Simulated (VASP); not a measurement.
# Te2Mo in VASP: notebook, part 2 of 2

VASP 6.6.1. Earlier steps stand in the parts before.

## Step 3: Work function, PBE

Contents of INCAR:

```
SYSTEM = Te2Mo
  PREC = Accurate
  ENCUT = 520
  EDIFF = 1E-7
  ISMEAR = -1
  SIGMA = 0.05
  LREAL = .FALSE.
  LASPH = .TRUE.
  NELM = 60
  ALGO = Fast
  ISIF = 2
  LWAVE = .FALSE.
  LCHARG = .TRUE.
  GGA = PE
  LELF = .TRUE.
  LVHAR = .TRUE.
  LVACPOTAV = .TRUE.
```

Contents of KPOINTS:

```
Automatic mesh
0
G
  10 10 1
  0 0 0
```

Contents of POSCAR:

```
Te2Mo
1.0
    3.5200000000      0.0000000000      0.0000000000
   -1.7600000000      3.0484094213      0.0000000000
    0.0000000000      0.0000000000     21.6200000000
Te Mo
2 1
Direct
    0.6666666667      0.3333333333      0.4162812211
    0.6666666667      0.3333333333      0.5837187789
    0.3333333333      0.6666666667      0.5000000000
```

Potentials or basis: VASP PAW PBE potentials, release 64 (Te, Mo_sv).

Run with:

```sh
$ cat potpaw_PBE.64/Te/POTCAR potpaw_PBE.64/Mo_sv/POTCAR > POTCAR
$ mpirun -np 1 vasp_std > vasp.out
```

OUTCAR:

```text
SYSTEM = Te2Mo
   PREC = Accurate
   ENCUT = 520
   EDIFF = 1E-7
   ISMEAR = -1
   LREAL = .FALSE.
   LASPH = .TRUE.
   NELM = 60
   ISIF = 2
   GGA = PE

 ion  position               nearest neighbor table
   1  0.667  0.333  0.416-   3 2.72   3 2.72   3 2.72   2 3.62
   2  0.667  0.333  0.584-   3 2.72   3 2.72   3 2.72   1 3.62
   3  0.333  0.667  0.500-   1 2.72   2 2.72   1 2.72   2 2.72   1 2.72   2 2.72

  LATTYP: Found a hexagonal cell.
 ALAT       =     3.5200000000
 C/A-ratio  =     6.1420454545

  Lattice vectors:

 A1 = (   3.5200000000,   0.0000000000,   0.0000000000)
 A2 = (  -1.7600000000,   3.0484094213,   0.0000000000)
 A3 = (   0.0000000000,   0.0000000000,  21.6200000000)

Analysis of symmetry for initial positions (statically):
=====================================================================
 Subroutine PRICEL returns:
 Original cell was already a primitive cell.

 Routine SETGRP: Setting up the symmetry group for a
 hexagonal supercell.

 Subroutine GETGRP returns: Found 12 space group operations
 (whereof 12 operations were pure point group operations)
 out of a pool of 24 trial point group operations.

[... 156 lines left out ...]

 val. band max:       -0.7836199513   @ k =   0.3000   0.3000   0.0000
 cond. band min:       0.5315384341   @ k =   0.3000   0.3000   0.0000
 fundamental gap:      1.3151583854
 Fermi energy:        -0.1378641927

 k-point     1 :       0.0000    0.0000    0.0000
  band No.  band energies     occupation
      1     -61.3665      2.00000
      2     -35.5334      2.00000
      3     -35.4045      2.00000
      4     -35.4045      2.00000
      5     -13.3599      2.00000
      6     -12.4174      2.00000
[... 257 lines left out ...]
      4     -35.4777      2.00000
      5     -11.0670      2.00000
      6     -10.8482      2.00000
[... 9 lines left out ...]
     16       1.7105      0.00000
     17       3.3398      0.00000

------------------------ aborting loop because EDIFF is reached ----------------------------------------

  FORCE on cell =-STRESS in cart. coord.  units (eV):
  Direction    XX          YY          ZZ          XY          YZ          ZX
  --------------------------------------------------------------------------------------
  -------------------------------------------------------------------------------------
  Total        0.8914668      0.8914668      0.5744251      0.0000000      0.0000000      0.0000000
  in kB        6.1566452      6.1566452      3.9670924      0.0000000      0.0000000      0.0000000
  external PRESSURE =       5.4267943 kB  Pullay stress =       0.0000000 kB

 VOLUME and BASIS-vectors are now :
 -----------------------------------------------------------------------------
  energy-cutoff  :      520.00
  volume of cell :      231.99
      direct lattice vectors                 reciprocal lattice vectors
     3.520000000  0.000000000  0.000000000     0.284090909  0.164019963  0.000000000
    -1.760000000  3.048409421  0.000000000     0.000000000  0.328039926  0.000000000
     0.000000000  0.000000000 21.620000000     0.000000000  0.000000000  0.046253469

 POSITION                                       TOTAL-FORCE (eV/Angst)
 -----------------------------------------------------------------------------------
      1.76000      1.01614      9.00000        -0.000000     -0.000000     -0.162663
      1.76000      1.01614     12.62000         0.000000      0.000000      0.162663
     -0.00000      2.03227     10.81000        -0.000000      0.000000      0.000000
 -----------------------------------------------------------------------------------
    total drift:                                0.000000     -0.000000     -0.000000

  FREE ENERGIE OF THE ION-ELECTRON SYSTEM (eV)
  ---------------------------------------------------
  free  energy   TOTEN  =       -18.0161615190 eV

  energy  without entropy=      -18.0161609449  energy(sigma->0) =      -18.01616123
```

stdout:

```text
POSCAR found type information on POSCAR TeMo
 POSCAR found :  2 types and       3 ions
 scaLAPACK will be used
 LDA part: xc-table for (Slater+PW92), standard interpolation
 POSCAR, INCAR and KPOINTS ok, starting setup
 FFT: planning ... GRIDC
 FFT: planning ... GRID_SOFT
 FFT: planning ... GRID
 WAVECAR not read
 entering main loop
```

It took 74 s on 1 thread of Intel Xeon Platinum 8559C (Emerald Rapids), shared host; peak memory 0.36 GiB.

What came out:

- Free energy: -18.0162 eV
- Largest force: 0.163 eV/Å
- Band gap on the k mesh: 1.32 eV, direct

Forces in eV/Å, atoms in the order of the input:
```
Te   0.000  0.000 -0.163
Te   0.000  0.000  0.163
Mo   0.000  0.000  0.000
```

Levels at points of the mesh, in eV from the valence-band top:
```tsv
k point	band 11	band 12	band 13	band 14	band 15	band 16
(0.00, 0.00, 0.00)	-0.77	-0.77	-0.45	3.24	3.24	3.52
(0.50, 0.00, 0.00)	-1.59	-0.68	-0.17	1.54	1.86	3.39
```

Caveat: spin-orbit coupling is left out, which moves the levels of the heavy elements. Expect the measured gap to be larger: semilocal functionals such as PBE lack the derivative discontinuity.

## Step 4: Work function, PBE, non-collinear spin, zero start, spin-orbit coupling

INCAR: that of step 3 with these lines changed.

```diff
@@ -13,4 +13,9 @@
   LCHARG = .TRUE.
+  LNONCOLLINEAR = .TRUE.
+  MAGMOM = 0 0 0 0 0 0 0 0 0
+  LORBIT = 11
+  LSORBIT = .TRUE.
+  GGA_COMPAT = .FALSE.
+  LMAXMIX = 4
   GGA = PE
-  LELF = .TRUE.
   LVHAR = .TRUE.
```

KPOINTS is that of step 3.

POSCAR is that of step 3.

Potentials or basis: VASP PAW PBE potentials, release 64 (Te, Mo_sv).

Run with:

```sh
$ cat potpaw_PBE.64/Te/POTCAR potpaw_PBE.64/Mo_sv/POTCAR > POTCAR
$ mpirun -np 1 vasp_ncl > vasp.out
```

OUTCAR:

```text
SYSTEM = Te2Mo
   PREC = Accurate
   ENCUT = 520
   EDIFF = 1E-7
   ISMEAR = -1
   LREAL = .FALSE.
   LASPH = .TRUE.
   NELM = 60
   ISIF = 2
   LNONCOLLINEAR = .TRUE.
   LORBIT = 11
   LSORBIT = .TRUE.
   GGA = PE

 ion  position               nearest neighbor table
   1  0.667  0.333  0.416-   3 2.72   3 2.72   3 2.72   2 3.62
   2  0.667  0.333  0.584-   3 2.72   3 2.72   3 2.72   1 3.62
   3  0.333  0.667  0.500-   1 2.72   2 2.72   1 2.72   2 2.72   1 2.72   2 2.72

  LATTYP: Found a hexagonal cell.
 ALAT       =     3.5200000000
 C/A-ratio  =     6.1420454545

  Lattice vectors:

 A1 = (   3.5200000000,   0.0000000000,   0.0000000000)
[... 1107 lines left out ...]
     0.0000000     0.0000000     0.0000000     0.0000000     0.0000000     0.0000000     0.0000000
     0.0000000     0.0000000     0.0000000     0.0000000     0.0000000     0.0000000     0.0000000
     0.0000000     0.0000000     0.0000000     0.0000000     0.0000000     0.0000000     0.0000000
     0.0000000     0.0000000     0.0000000     0.0000000     0.0000000     0.0000000     0.0000000
     0.0000000     0.0000000     0.0000000     0.0000000     0.0000000     0.0000000     0.0000000

 total charge

# of ion       s       p       d       tot
------------------------------------------
    1        1.383   1.983   0.061   3.427
    2        1.383   1.983   0.061   3.427
    3        2.252   6.147   3.983  12.383
--------------------------------------------------
tot          5.019  10.113   4.105  19.237

 magnetization (x)

# of ion       s       p       d       tot
------------------------------------------
    1       -0.000   0.000  -0.000  -0.000
    2        0.000   0.000   0.000   0.000
    3        0.000   0.000  -0.000  -0.000
--------------------------------------------------
tot          0.000   0.000  -0.000  -0.000

 magnetization (y)

# of ion       s       p       d       tot
------------------------------------------
    1        0.000  -0.000   0.000  -0.000
    2        0.000   0.000   0.000   0.000
    3       -0.000  -0.000   0.000  -0.000
--------------------------------------------------
tot         -0.000  -0.000   0.000  -0.000

 magnetization (z)

# of ion       s       p       d       tot
------------------------------------------
    1        0.000  -0.000  -0.000  -0.000
    2        0.000  -0.000   0.000   0.000
    3       -0.000   0.000   0.000   0.000
--------------------------------------------------
tot         -0.000  -0.000   0.000   0.000
```

OSZICAR:

```text
N       E                     dE             d eps       ncg     rms          rms(c)
DAV:   1     0.191689748290E+03    0.19169E+03   -0.11960E+04  1896   0.117E+03
DAV:   2    -0.338113982809E+01   -0.19507E+03   -0.19059E+03  2026   0.257E+02
DAV:   3    -0.184254522702E+02   -0.15044E+02   -0.14800E+02  1922   0.646E+01
DAV:   4    -0.189729935519E+02   -0.54754E+00   -0.54308E+00  2176   0.119E+01
[... 15 lines left out ...]
RMM:  20    -0.183156168244E+02   -0.93247E-05   -0.54769E-07  1604   0.306E-03    0.188E-03
RMM:  21    -0.183156207503E+02   -0.39259E-05   -0.23265E-07  1416   0.210E-03    0.152E-03
RMM:  22    -0.183156221940E+02   -0.14437E-05   -0.99221E-08  1338   0.113E-03    0.699E-04
RMM:  23    -0.183156223249E+02   -0.13081E-06   -0.19688E-08  1131   0.788E-04    0.214E-04
RMM:  24    -0.183156223942E+02   -0.69388E-07   -0.82041E-09   842   0.465E-04
   1 F= -.18315622E+02 E0= -.18315622E+02  d E =-.109880E-05  mag=     0.0000     0.0000     0.0000
```

stdout:

```text
POSCAR found type information on POSCAR TeMo
 POSCAR found :  2 types and       3 ions
 scaLAPACK will be used
 LDA part: xc-table for (Slater+PW92), standard interpolation
 POSCAR, INCAR and KPOINTS ok, starting setup
 FFT: planning ... GRIDC
 FFT: planning ... GRID_SOFT
 FFT: planning ... GRID
 WAVECAR not read
 entering main loop
```

Wall time 18 min (1 thread of Intel Xeon Platinum 8559C (Emerald Rapids), shared host); peak memory 0.99 GiB.

What came out:

* Free energy: -18.3156 eV
* Largest force: 0.179 eV/Å
* Net moment: 0.00 μB per cell
* Valence electrons inside the program's atomic spheres: Te 3.43; Mo 12.38

Forces in eV/Å, atoms in the order of the input:
```
Te   0.000  0.000 -0.179
Te   0.000  0.000  0.179
Mo   0.000  0.000  0.000
```

Moments on the atoms (μB; x, y, z):
```
Te  0.00 0.00 0.00
Te  0.00 0.00 0.00
Mo  0.00 0.00 0.00
```

## Step 5: Summary

```tsv
level	potentials or basis	spin	gap on the mesh (eV)	largest force (eV/Å)
LDA	VASP PAW LDA potentials, release 64 (Te, Mo_sv)	off	1.31	0.44
PBE	VASP PAW PBE potentials, release 64 (Te, Mo_sv)	off	1.32	0.16
PBE	VASP PAW PBE potentials, release 64 (Te, Mo_sv)	non-collinear, zero start, SOC	-	0.18
```

Alike in all rows: task work function; cell as given; k mesh 10 × 10 × 1; cutoff (eV) 520; smearing fermi-dirac 0.05 eV.

Caveats: spin-orbit coupling is left out, which moves the levels of the heavy elements (some runs).

Total energies depend on the potentials used, so only differences within one code and one set of settings carry meaning.
